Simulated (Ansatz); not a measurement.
# Ni: further runs on the relaxed cell

Aim: for Ni, compute bands, density of states and charges and fit an equation of state.

Method: DFT PBE, scalar-relativistic, plane waves, PAW, in Ansatz 0.2.0.

1 further run of the same task is left out (set aside as unsound or not needed).

## Step 1: The system as given

The structure is cubic, space group Fm-3m (No. 225). The conventional cell has a = 3.518 Å, b = 3.518 Å, c = 3.518 Å, α = 90.00°, β = 90.00°, γ = 90.00°. Ni (site symmetry m-3m) is surrounded by 12 Ni at 2.49 Å.

Coordinates:

```cif
data_structure
_symmetry_space_group_name_H-M 'P 1'
_symmetry_Int_Tables_number 1
_cell_length_a 2.4879
_cell_length_b 2.4879
_cell_length_c 2.4879
_cell_angle_alpha 60.000
_cell_angle_beta 60.000
_cell_angle_gamma 60.000
_cell_volume 10.89
loop_
_atom_site_label
_atom_site_type_symbol
_atom_site_fract_x
_atom_site_fract_y
_atom_site_fract_z
_atom_site_occupancy
Ni1 Ni 0.00000 0.00000 0.00000 1
```

This cell was relaxed beforehand with the same method: volume 10.89 Å³/atom, gap on the mesh none (metal), site moments up to 0.7 μB.

## Step 2: Bands, states and charges

Input file input.yaml:

```yaml
crystal:
  lattice:
    - [0.0, 1.7592377746, 1.7592377746]
    - [1.7592377746, 0.0, 1.7592377746]
    - [1.7592377746, 1.7592377746, 0.0]
  atoms:
    - { symbol: Ni, position: [0.0, 0.0, 0.0], spin: 0.75 }
basis:
  ecutwfc: 420
kpoints:
  mp_grid: { grid: [20, 20, 20] }
  band_path:
    path:
      - [[0.0, 0.0, 0.0], [0.5, 0.0, 0.5], [0.625, 0.25, 0.625]]
      - [[0.375, 0.375, 0.75], [0.0, 0.0, 0.0], [0.5, 0.5, 0.5], [0.5, 0.25, 0.75], [0.5, 0.0, 0.5]]
    npoints: 14
hamiltonian:
  xc: pbe
scf:
  occupations: { method: gaussian, width: 0.1 }
  n_extra_bands: 6
output:
  forces: true
  stress: true
  eigenvalues: true
  populations: true
  dos: { projected: true, de: 0.02, nscf_kmesh: { grid: [30, 30, 30] } }
  bader: true
  write_density: true
  write_potential: true
  elf: true
  volumetric_format: npy
magnetization:
  spin_polarized: true
checkpoint:
  read: start.run
  write: ck
  compress: false
  write_wavefunctions: false
  write_every: 100000
```

Run with:

```console
$ ansatz run input.yaml --threads 1 --pin off --max-ram 2560MiB --backend cpu --events-out ev --progress --plain --runs-dir out
```

What it wrote, shortened:

```text
Warning: checkpoint.read: spin seed differs: saved 6d1d375a6180…, current 077a6aca1427…; the loaded state replaces the seed-built initial guess (but the starting_ns of a DFT+U solve that opens without the state's occupation matrices), so the run may converge into the producing seed's [...]
Warning: RAYON_NUM_THREADS=1 ignored (pool sized by the plan → 1); use --threads N
scf.n_extra_bands = 6 over 9 filled bands (N_el = 18.0): the run solves 15 bands
[...]
Pseudopotentials: kind: paw
Pseudopotential: Ni, paw, valence charge 18, recommended cutoff 420 eV (normal), Ni.paw.azcp
Functional definition: PBE
[...]
Crystal: 1 atoms, lattice volume = 10.889 Å³
Basis set: ecut = 420 eV, 181 PW (Γ), exchange–correlation on 36×36×36 points (8 copies of the dense FFT grid, shifted against one another)
Bands: 15, of which v1, the nominal top of the filled ones, is band 9 counted from 1 (8 counted from 0)
Symmetry: 48 space group operations
Space group: Fm-3m (ITA 225), of the structure as read, at distance tolerance 2.2e-5 Å
Magnetic group: BNS 225.116 (UNI 1618), of the structure as read, at distance tolerance 2.2e-5 Å
k-points: 256 of 8000
[...]
Stability of the state it starts from, as read at its close in the collinear treatment: not read negative (Ritz values of 1 − χ₀K, real part plus size of imaginary part, from 0.36 to 0.54, by its mixing steps under the symmetry group of the SCF that read it); its run was given moments
Starting moments: Σ|m| = 0.75 μB on 1 of 1 site; this step starts from the density that it was given
[...]
SCF iter   1: F=—  HF=-5839.725617 eV  |F-HF|=—  |Δ(HF+E_count)|=         —  Δρ=3.64e-7 (↑3.64e-7 ↓2.70e-7)  dr2=1.32e-11  dr2_m=3.82e-13  M=0.638 μB ∫|m|=0.730 μB  β_m=0.30  ethr=3.23e-7  ⟨swp⟩=2.1  Hψ=54665  notcnv=0
[...]
SCF iter   2: F=-5839.725617 eV  HF=-5839.725617 eV  |F-HF|=5.46e-11  |Δ(HF+E_count)|=   7.32e-9  Δρ=4.71e-7 (↑4.23e-7 ↓4.71e-7)  dr2=4.13e-11  dr2_m=1.19e-13  M=0.638 μB ∫|m|=0.730 μB  ethr=1.00e-12  ⟨swp⟩=8.5  Hψ=45036  notcnv=0
[...]
NSCF: frozen V_eff on 86 k-points
NSCF: frozen V_eff on 752 k-points
SCF converged after 2 iterations
Magnetization: 0.6382 μB (9.3191 up, 8.6809 down)
Absolute magnetization: 0.7311 μB (∫|ρ↑−ρ↓|, with the PAW one-centre terms)
Spin contamination: 0.0072 ħ² per cell (⟨S²⟩ above its minimum at these occupations)
Per-site moments (μB) at R_I (Å): [(0.6774864738928077, 1.0262743921148327)]
Free energy (F): -5839.725617 eV
[...]
E sigma→0 (E₀):  -5839.721354 eV
Entropy (-TS):   -0.008526 eV (-8.526 meV/atom)
Fermi energy:    18.170271 eV
[...]
--- Forces (eV/Å), atoms counted from 1 ---
  atom   1  Ni     0.00000000    -0.00000000     0.00000000
[...]
--- Stress (GPa, compression-positive) ---
        0.006843      -0.000000       0.000000
        0.000000       0.006843       0.000000
       -0.000000      -0.000000       0.006843
  P = ⅓ Tr σ = 0.0068 GPa (0.068 kbar)
--- Band table (eV; the first three rows and the last of 512) ---
  k-point 0 ↑: bands = ["-85.5166", "-45.7739", "-45.7739", "-45.7739", "9.0445", "15.6969", "15.6969", "15.6969", "16.8890", "16.8890", "41.6470", "45.6106", "45.6106", "45.6106", "48.1039"]
[...]
--- Löwdin populations: 1 site ---
  site symbol       q [e]    m [muB]
     0     Ni     17.7788     0.6689
  spilling = 0.012287 (of n_electrons = 18.000000)
--- Bader charges: 1 site ---
  site symbol  charge [e]  shift [e]    m [muB]
     0     Ni      0.0000     0.0000     0.6382
  estimated error of the sums over rays = 1.6e-7 e
```

Run time: 46 s. Hardware: 1 thread of Intel Xeon at 2.50GHz (Skylake/Cascade Lake), shared host; peak memory 0.39 GiB.

start.run is the saved state of the run that this one goes on from.

Per atom:

```csv
atom,moment in the atom's sphere (μB),Löwdin electrons,Bader charge (e),Bader volume (Å³)
Ni1,0.68,17.78,+0.00,10.9
```

The Löwdin counts miss 0.22 of the 18 electrons, which the atomic orbitals do not span, so they are no charges.

bands.tsv at the labelled points (eV, zero at the Fermi level; the bands nearest the Fermi level):

```tsv
point	band 7 dn	band 8 up	band 8 dn	band 9 up	band 9 dn	band 10 up	band 10 dn	band 11 up
Γ	-1.70	-2.47	-1.70	-1.28	-0.68	-1.28	-0.68	23.48
X	0.06	-0.49	0.40	-0.49	0.40	2.34	2.29	9.13
U	-1.53	-1.12	-0.53	-0.75	0.13	5.64	5.85	7.20
K	-1.53	-1.12	-0.53	-0.75	0.13	5.64	5.85	7.20
Γ	-1.70	-2.47	-1.70	-1.28	-0.68	-1.28	-0.68	23.48
L	-1.82	-0.62	-0.47	-0.62	0.16	-0.40	0.16	5.58
W	-2.50	-1.35	-0.78	-0.49	0.40	7.65	7.83	7.65
X	0.06	-0.49	0.40	-0.49	0.40	2.34	2.29	9.13
```

Counts of states by energy window (eV from the Fermi level), total and by projection:

```csv
from,to,total,Ni 4s,Ni 3d
-8,-7,0.10,0.09,0.00
-7,-6,0.15,0.13,0.01
-6,-5,0.25,0.18,0.06
-5,-4,0.85,0.24,0.60
-4,-3,1.59,0.09,1.45
-3,-2,2.33,0.06,2.19
-2,-1,2.47,0.05,2.35
-1,0,2.20,0.04,2.14
0,1,0.88,0.08,0.77
1,2,0.30,0.10,0.14
2,3,0.27,0.09,0.08
3,4,0.23,0.07,0.04
4,5,0.18,0.04,0.02
5,6,0.15,0.04,0.02
```

A further 8 or so states lie below the table's range.

Axes a, b and c in the maps are those of this run's conventional cell (a, b, c = 3.518, 3.518, 3.518 Å).

Density in a lattice plane of the grid's cell (edges 3.52 and 3.52 Å, at 0.000 of the third edge), which holds Ni.

Values in e/Å³, 12 rows by 12 columns:
```
29.24 14.97  2.71  0.61  0.26  0.21  0.19  0.21  0.26  0.60  2.69 15.05
 4.40  2.71  0.86  0.39  0.27  0.26  0.26  0.26  0.27  0.39  0.85  2.69
 0.79  0.61  0.39  0.33  0.39  0.61  0.79  0.60  0.39  0.33  0.39  0.60
 0.26  0.26  0.27  0.39  0.86  2.71  4.40  2.69  0.85  0.39  0.27  0.26
 0.19  0.21  0.26  0.61  2.71 14.97 29.24 15.05  2.69  0.60  0.26  0.21
 0.18  0.19  0.26  0.79  4.40 29.24 60.66 29.24  4.40  0.79  0.26  0.19
 0.19  0.21  0.26  0.60  2.69 15.05 29.24 14.97  2.71  0.61  0.26  0.21
 0.26  0.26  0.27  0.39  0.85  2.69  4.40  2.71  0.86  0.39  0.27  0.26
 0.79  0.60  0.39  0.33  0.39  0.60  0.79  0.61  0.39  0.33  0.39  0.61
 4.40  2.69  0.85  0.39  0.27  0.26  0.26  0.26  0.27  0.39  0.86  2.71
29.24 15.05  2.69  0.60  0.26  0.21  0.19  0.21  0.26  0.61  2.71 14.97
60.66 29.24  4.40  0.79  0.26  0.19  0.18  0.19  0.26  0.79  4.40 29.24
```
Columns run along the first of these edges and rows up along the second, over one cell in 12 and 12 even steps from the bottom left corner. Atoms in the plane (fractional): Ni at (0.00, 0.00), Ni at (0.50, 0.50).

ELF in the same plane.

Ten even steps from ' ' (0.17) to '@' (0.74):
```
%%##++--::..        ..........        ..::--++##
++++--::..        ..............        ..::--++
--::::..        ....          ....        ..::::
....          ..                ....          ..
            ..                                  
          ..          ......          ....      
      ....        ..::::--::::..        ....    
........        ..::--++++++--::..        ......
......        ..::--++##%%##++--::..        ....
......        ..::==**%%@@%%**==::..        ....
......        ..::--++##%%##++--::..        ....
........        ..::--++++++--::..        ......
      ....        ..::::--::::..        ....    
        ....          ......          ..        
                                    ..          
....          ....                ..          ..
--::::..        ....          ....        ..::::
++++--::..        ..............        ..::--++
%%##++--::..        ..........        ..::--++##
@@%%**==::..        ..........        ..::==**%%
```
Columns run along the first of these edges and rows up along the second, over one cell in 24 and 20 even steps from the bottom left corner. Atoms in the plane (fractional): Ni at (0.00, 0.00), Ni at (0.50, 0.50).

Both are smooth fields of the valence electrons: close to the nuclei they are not physical.

Spin density (up less down) in a lattice plane of the grid's cell (edges 3.52 and 3.52 Å, at 0.000 of the third edge), which holds Ni.

Ten even steps from ' ' (-0.01 e/Å³) to '@' (2.90 e/Å³):
```
##++--..                                  ..--++
--::..                                      ..::
                                                
                                                
                                                
                                                
                                                
                    ..::--::..                  
                  ..--++##++--..                
                  ..==##@@##==..                
                  ..--++##++--..                
                    ..::--::..                  
                                                
                                                
                                                
                                                
                                                
--::..                                      ..::
##++--..                                  ..--++
@@##==..                                  ..==##
```
Columns run along the first of these edges and rows up along the second, over one cell in 24 and 20 even steps from the bottom left corner. Atoms in the plane (fractional): Ni at (0.00, 0.00), Ni at (0.50, 0.50).

## Step 3: The cell scaled to 0.97 of its volume

Input file input.yaml:

```yaml
crystal:
  lattice:
    - [0.0, 1.7414664811, 1.7414664811]
    - [1.7414664811, 0.0, 1.7414664811]
    - [1.7414664811, 1.7414664811, 0.0]
  atoms:
    - { symbol: Ni, position: [0.0, 0.0, 0.0], spin: 0.75 }
basis:
  ecutwfc: 420
kpoints:
  mp_grid: { grid: [20, 20, 20] }
hamiltonian:
  xc: pbe
scf:
  occupations: { method: gaussian, width: 0.1 }
output:
  forces: true
  stress: true
  eigenvalues: true
  populations: true
magnetization:
  spin_polarized: true
```

Run with:

```console
$ ansatz run input.yaml --threads 1 --pin off --max-ram 2560MiB --backend cpu --events-out ev --progress --plain --runs-dir out
```

What it wrote, shortened:

```text
Warning: RAYON_NUM_THREADS=1 ignored (pool sized by the plan → 1); use --threads N
[...]
[... 3 set-up lines as earlier in the session ...]
[...]
Crystal: 1 atoms, lattice volume = 10.563 Å³
Basis set: ecut = 420 eV, 181 PW (Γ), exchange–correlation on 36×36×36 points (8 copies of the dense FFT grid, shifted against one another)
Bands: 14, of which v1, the nominal top of the filled ones, is band 9 counted from 1 (8 counted from 0)
[... 2 set-up lines as earlier in the session ...]
Magnetic group: BNS 225.116 (UNI 1618), of the structure as read, at distance tolerance 2.2e-5 Å
k-points: 256 of 8000
[...]
Starting moments: Σ|m| = 0.75 μB on 1 of 1 site
[...]
Absolute magnetization: 0.7227 μB (∫|ρ↑−ρ↓|, with the PAW one-centre terms)
Spin contamination: 0.0067 ħ² per cell (⟨S²⟩ above its minimum at these occupations)
Per-site moments (μB) at R_I (Å): [(0.6716303720975032, 1.0159072753457796)]
Free energy (F): -5839.719121 eV
[...]
E sigma→0 (E₀):  -5839.714992 eV
Entropy (-TS):   -0.008257 eV (-8.257 meV/atom)
Fermi energy:    18.875747 eV
[...]
--- Forces (eV/Å), atoms counted from 1 ---
  atom   1  Ni    -0.00000000    -0.00000000    -0.00000000
[...]
--- Stress (GPa, compression-positive) ---
        6.563763      -0.000000      -0.000000
        0.000000       6.563763       0.000000
       -0.000000      -0.000000       6.563763
  P = ⅓ Tr σ = 6.5638 GPa (65.638 kbar)
--- Band table (eV; the first three rows and the last of 512) ---
  k-point 0 ↑: bands = ["-84.8617", "-45.1047", "-45.1047", "-45.1047", "9.5349", "16.3269", "16.3269", "16.3269", "17.5685", "17.5685", "42.5995", "46.7998", "46.7998", "46.7998"]
[...]
--- Löwdin populations: 1 site ---
  site symbol       q [e]    m [muB]
     0     Ni     17.7792     0.6633
  spilling = 0.012268 (of n_electrons = 18.000000)
```

Wall time 22 s (1 thread of Intel Xeon at 2.50GHz (Skylake/Cascade Lake), shared host); peak memory 0.37 GiB.

By site:

```csv
atom,moment in the atom's sphere (μB),Löwdin electrons
Ni1,0.67,17.78
```

The Löwdin counts miss 0.22 of the 18 electrons, which the atomic orbitals do not span, so they are no charges.

## Step 4: Point at V/V0 = 1.03

input.yaml: that of step 3 with these lines changed.

```diff
@@ -2,5 +2,5 @@
   lattice:
-    - [0.0, 1.7414664811, 1.7414664811]
-    - [1.7414664811, 0.0, 1.7414664811]
-    - [1.7414664811, 1.7414664811, 0.0]
+    - [0.0, 1.7766571033, 1.7766571033]
+    - [1.7766571033, 0.0, 1.7766571033]
+    - [1.7766571033, 1.7766571033, 0.0]
   atoms:
```

Run with:

```console
$ ansatz run input.yaml --threads 1 --pin off --max-ram 2560MiB --backend cpu --events-out ev --progress --plain --runs-dir out
```

What it wrote, shortened:

```text
Warning: RAYON_NUM_THREADS=1 ignored (pool sized by the plan → 1); use --threads N
[...]
[... 3 set-up lines as earlier in the session ...]
[...]
Crystal: 1 atoms, lattice volume = 11.216 Å³
Basis set: ecut = 420 eV, 229 PW (Γ), exchange–correlation on 36×36×36 points (8 copies of the dense FFT grid, shifted against one another)
Bands: 14, of which v1, the nominal top of the filled ones, is band 9 counted from 1 (8 counted from 0)
[... 2 set-up lines as earlier in the session ...]
Magnetic group: BNS 225.116 (UNI 1618), of the structure as read, at distance tolerance 2.2e-5 Å
k-points: 256 of 8000
[...]
Starting moments: Σ|m| = 0.75 μB on 1 of 1 site
[...]
Absolute magnetization: 0.7395 μB (∫|ρ↑−ρ↓|, with the PAW one-centre terms)
Spin contamination: 0.0077 ħ² per cell (⟨S²⟩ above its minimum at these occupations)
Per-site moments (μB) at R_I (Å): [(0.6831603610520391, 1.0364361856090099)]
Free energy (F): -5839.719859 eV
[...]
E sigma→0 (E₀):  -5839.715452 eV
Entropy (-TS):   -0.008815 eV (-8.815 meV/atom)
Fermi energy:    17.506486 eV
[...]
--- Forces (eV/Å), atoms counted from 1 ---
  atom   1  Ni    -0.00000000    -0.00000000    -0.00000000
[...]
--- Stress (GPa, compression-positive) ---
       -5.489786      -0.000000       0.000000
       -0.000000      -5.489786      -0.000000
       -0.000000       0.000000      -5.489786
  P = ⅓ Tr σ = -5.4898 GPa (-54.898 kbar)
--- Band table (eV; the first three rows and the last of 512) ---
  k-point 0 ↑: bands = ["-86.1335", "-46.4035", "-46.4035", "-46.4035", "8.5857", "15.1027", "15.1027", "15.1027", "16.2491", "16.2491", "40.7410", "44.4550", "44.4550", "44.4550"]
[...]
--- Löwdin populations: 1 site ---
  site symbol       q [e]    m [muB]
     0     Ni     17.7787     0.6744
  spilling = 0.012296 (of n_electrons = 18.000000)
```

Wall time 23 s (1 thread of Intel Xeon at 2.50GHz (Skylake/Cascade Lake), shared host); peak memory 0.38 GiB.

By site:

```csv
atom,moment in the atom's sphere (μB),Löwdin electrons
Ni1,0.68,17.78
```

The Löwdin counts miss 0.22 of the 18 electrons, which the atomic orbitals do not span, so they are no charges.

## Step 5: The cell scaled to 0.94 of its volume

input.yaml: that of step 4 with these lines changed.

```diff
@@ -2,5 +2,5 @@
   lattice:
-    - [0.0, 1.7766571033, 1.7766571033]
-    - [1.7766571033, 0.0, 1.7766571033]
-    - [1.7766571033, 1.7766571033, 0.0]
+    - [0.0, 1.723324886, 1.723324886]
+    - [1.723324886, 0.0, 1.723324886]
+    - [1.723324886, 1.723324886, 0.0]
   atoms:
```

Run with:

```console
$ ansatz run input.yaml --threads 1 --pin off --max-ram 2560MiB --backend cpu --events-out ev --progress --plain --runs-dir out
```

What it wrote, shortened:

```text
Warning: RAYON_NUM_THREADS=1 ignored (pool sized by the plan → 1); use --threads N
[...]
[... 3 set-up lines as earlier in the session ...]
[...]
Crystal: 1 atoms, lattice volume = 10.236 Å³
Basis set: ecut = 420 eV, 181 PW (Γ), exchange–correlation on 36×36×36 points (8 copies of the dense FFT grid, shifted against one another)
Bands: 14, of which v1, the nominal top of the filled ones, is band 9 counted from 1 (8 counted from 0)
[... 2 set-up lines as earlier in the session ...]
Magnetic group: BNS 225.116 (UNI 1618), of the structure as read, at distance tolerance 2.2e-5 Å
k-points: 256 of 8000
[...]
Starting moments: Σ|m| = 0.75 μB on 1 of 1 site
[...]
Absolute magnetization: 0.7139 μB (∫|ρ↑−ρ↓|, with the PAW one-centre terms)
Spin contamination: 0.0062 ħ² per cell (⟨S²⟩ above its minimum at these occupations)
Per-site moments (μB) at R_I (Å): [(0.6652953317282322, 1.0053241382894604)]
Free energy (F): -5839.697993 eV
[...]
E sigma→0 (E₀):  -5839.694000 eV
Entropy (-TS):   -0.007987 eV (-7.987 meV/atom)
Fermi energy:    19.626766 eV
[...]
--- Forces (eV/Å), atoms counted from 1 ---
  atom   1  Ni    -0.00000000     0.00000000    -0.00000000
[...]
--- Stress (GPa, compression-positive) ---
       14.387199       0.000000       0.000000
       -0.000000      14.387199       0.000000
        0.000000      -0.000000      14.387199
  P = ⅓ Tr σ = 14.3872 GPa (143.872 kbar)
--- Band table (eV; the first three rows and the last of 512) ---
  k-point 0 ↑: bands = ["-84.1652", "-44.3920", "-44.3920", "-44.3920", "10.0601", "16.9963", "16.9963", "16.9963", "18.2915", "18.2915", "43.6036", "48.0503", "48.0503", "48.0503"]
[...]
--- Löwdin populations: 1 site ---
  site symbol       q [e]    m [muB]
     0     Ni     17.7797     0.6572
  spilling = 0.012237 (of n_electrons = 18.000000)
```

Wall time 22 s (1 thread of Intel Xeon at 2.50GHz (Skylake/Cascade Lake), shared host); peak memory 0.37 GiB.

## Step 6: The cell scaled to 1.06 of its volume

input.yaml: that of step 5 with these lines changed.

```diff
@@ -2,5 +2,5 @@
   lattice:
-    - [0.0, 1.723324886, 1.723324886]
-    - [1.723324886, 0.0, 1.723324886]
-    - [1.723324886, 1.723324886, 0.0]
+    - [0.0, 1.7937413927, 1.7937413927]
+    - [1.7937413927, 0.0, 1.7937413927]
+    - [1.7937413927, 1.7937413927, 0.0]
   atoms:
```

Run with:

```console
$ ansatz run input.yaml --threads 1 --pin off --max-ram 2560MiB --backend cpu --events-out ev --progress --plain --runs-dir out
```

What it wrote, shortened:

```text
Warning: RAYON_NUM_THREADS=1 ignored (pool sized by the plan → 1); use --threads N
[...]
[... 3 set-up lines as earlier in the session ...]
[...]
Crystal: 1 atoms, lattice volume = 11.543 Å³
Basis set: ecut = 420 eV, 229 PW (Γ), exchange–correlation on 36×36×36 points (8 copies of the dense FFT grid, shifted against one another)
Bands: 14, of which v1, the nominal top of the filled ones, is band 9 counted from 1 (8 counted from 0)
[... 1 set-up line as earlier in the session ...]
Space group: Fm-3m (ITA 225), of the structure as read, at distance tolerance 2.3e-5 Å
Magnetic group: BNS 225.116 (UNI 1618), of the structure as read, at distance tolerance 2.3e-5 Å
k-points: 256 of 8000
[...]
Starting moments: Σ|m| = 0.75 μB on 1 of 1 site
[...]
Absolute magnetization: 0.7481 μB (∫|ρ↑−ρ↓|, with the PAW one-centre terms)
Spin contamination: 0.0082 ħ² per cell (⟨S²⟩ above its minimum at these occupations)
Per-site moments (μB) at R_I (Å): [(0.6891478051573909, 1.046402529540367)]
Free energy (F): -5839.703840 eV
[...]
E sigma→0 (E₀):  -5839.699271 eV
Entropy (-TS):   -0.009139 eV (-9.139 meV/atom)
Fermi energy:    16.880759 eV
[...]
--- Forces (eV/Å), atoms counted from 1 ---
  atom   1  Ni    -0.00000000    -0.00000000    -0.00000000
[...]
--- Stress (GPa, compression-positive) ---
      -10.084592       0.000000      -0.000000
       -0.000000     -10.084592      -0.000000
        0.000000       0.000000     -10.084592
  P = ⅓ Tr σ = -10.0846 GPa (-100.846 kbar)
--- Band table (eV; the first three rows and the last of 512) ---
  k-point 0 ↑: bands = ["-86.7161", "-46.9972", "-46.9972", "-46.9972", "8.1555", "14.5411", "14.5411", "14.5411", "15.6451", "15.6451", "39.8799", "43.3729", "43.3729", "43.3729"]
[...]
--- Löwdin populations: 1 site ---
  site symbol       q [e]    m [muB]
     0     Ni     17.7787     0.6801
  spilling = 0.012295 (of n_electrons = 18.000000)
```

Run time: 24 s. Hardware: 1 thread of Intel Xeon at 2.50GHz (Skylake/Cascade Lake), shared host; peak memory 0.38 GiB.

By site:

```csv
atom,moment in the atom's sphere (μB),Löwdin electrons
Ni1,0.69,17.78
```

The Löwdin counts miss 0.22 of the 18 electrons, which the atomic orbitals do not span, so they are no charges.

## Step 7: Equation of state

```csv
volume (Å³/atom),energy above the lowest point (meV/atom),pressure (GPa),gap on the mesh (eV),largest moment (μB)
10.236,27.4,14.39,0.00,0.67
10.563,6.4,6.56,0.00,0.67
10.889,0.0,0.01,0.00,0.68
11.216,5.9,-5.49,0.00,0.68
11.543,22.1,-10.08,0.00,0.69
```

## Step 8: Summary of results

| quantity | value |
| --- | --- |
| gap | none (metal) |
| states at the Fermi level | 1.64 per eV per cell |
| Bader charges | Ni +0.00 e |
| equilibrium volume of the fit | 10.89 Å³/atom |
| bulk modulus | 200 GPa |
| its pressure derivative | 4.9 |

**Reading.** There is no gap at this level. Of the projected weight within 0.25 eV of the Fermi level, the largest part is Ni 3d (96 %). The fit puts the minimum at 10.89 Å³/atom with B = 200 GPa and B' = 4.9.
